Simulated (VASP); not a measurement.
Set up this calculation in VASP 6.6.1, as the native input.

| Property | Result |
| --- | --- |
| Task | dielectric tensor |
| Functional | PBE |
| Dispersion | D3(BJ) |
| Potentials or basis | VASP PAW PBE potentials, release 64 (C) |
| Cutoff | 600 eV |
| k mesh | 21 × 21 × 6 |
| Occupations | gaussian, width 0.03 eV |
| Spin | no spin polarisation |
| Monkhorst-Pack mesh | no |
| Further INCAR settings | ALGO = Fast; EDIFF = 1e-08 |

The structure of C lies in POSCAR:

```
C                                       
1.0
    2.4653002547      0.0000000000      0.0000000000
   -1.2326501274      2.1350126486     -0.0000000000
   -0.0000000000      0.0000000000      6.6636727330
  C             
     4
Direct
     0.0000000000000000    0.0000000000000000    0.2500000000000000
     0.0000000000000000    0.0000000000000000    0.7500000000000000
     0.3333333300000021    0.6666666699999979    0.2500000000000000
     0.6666666699999979    0.3333333300000021    0.7500000000000000
```

One way to write it, as run:

INCAR

```
SYSTEM = C
PREC = Accurate ; ENCUT = 600
EDIFF = 1E-8 ; ISMEAR = 0
SIGMA = 0.03 ; LREAL = .False.
LASPH = .True. ; NELM = 80
ALGO = Fast ; ISIF = 2
LWAVE = .False. ; LCHARG = .False.
GGA = PE ; IVDW = 12
LEPSILON = .True. ; KPAR = 2
```

KPOINTS

```
regular mesh
0
Gamma
  21 21 6
  0 0 0
```

Potentials or basis: VASP PAW PBE potentials, release 64 (C).

Run with:

```bash
$ cat potpaw_PBE.64/C/POTCAR > POTCAR
$ mpirun -np 2 vasp_std > vasp.out
```

It gave:

| Item | Value |
| --- | --- |
| Band gap on the k mesh | none (metal or under the smearing width) |
| Electronic dielectric tensor (diagonal) | 17880.76, 17880.76, 3.09 |
| Born charges (mean of the diagonal) | C -24.64, +24.64 e |
| Dispersion energy per atom | -0.158 eV |

Run time: 5.6 min on 2 MPI ranks on Intel(R) Xeon(R) 6975P-C (Granite Rapids) (shared host), peak memory 0.59 GiB a rank.
